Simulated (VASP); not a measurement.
Here is the system:

```xyz
2
Lattice="0.0000 2.9536 2.9536 2.9536 0.0000 2.9536 2.9536 2.9536 0.0000" Properties=species:S:1:pos:R:3 pbc="T T T"
Li     0.0000     0.0000     0.0000
I      2.9536     2.9536     2.9536
```

Calculation: HSEsol screened hybrid, VASP's PBE PAW potentials (set 64) (plane waves; VASP). Numerical set-up: 520 eV cut-off, 6×6×6 Γ-centred mesh, Gaussian smearing of 0.050 eV, potentials Li_sv I.

**Question.** Give the energy at these volumes per atom, relative to the lowest: 24.82, 25.63, 26.45, 27.27, 28.09 Å³.

**Answer.** 2.6, 0.0, 1.2, 5.6, 12.8 meV/atom. A third-order Birch-Murnaghan fit gives B0 = 23.0 GPa and B0′ = 4.5.

The compound is LiI in the rock salt structure. It was relaxed first, which changed the volume by -6 %. The cell's shape comes from a PBE relaxation.
